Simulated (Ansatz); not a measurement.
# ZnSe and the effect of spin-orbit coupling

The structure is cubic, space group F-43m (No. 216). The conventional cell has a = 5.668 Å, b = 5.668 Å, c = 5.668 Å, α = 90.00°, β = 90.00°, γ = 90.00°. Se (site symmetry -43m) has 4 Zn at 2.45 Å as nearest neighbours. Around Zn (site symmetry -43m) lie 4 Se at 2.45 Å.

Kept alike: task band structure; functional PBEsol; k mesh 8 × 8 × 8; occupations fermi-dirac, width 0.05 eV. Program: Ansatz, Ansatz PAW, cutoff 420 eV. The mesh is that of the run's cell of 2 atoms.

```csv
spin-orbit coupling,band gap (eV)
off,1.167
on,1.042
```

Gaps are the smaller of the mesh's and the band path's. All rows use potentials made for PBE.

Q: What does spin-orbit coupling change here?

A: The band gap runs from 1.042 (on) to 1.167 eV (off). Spin-orbit coupling splits p and d bands at the edges, and the more so the heavier the atoms.
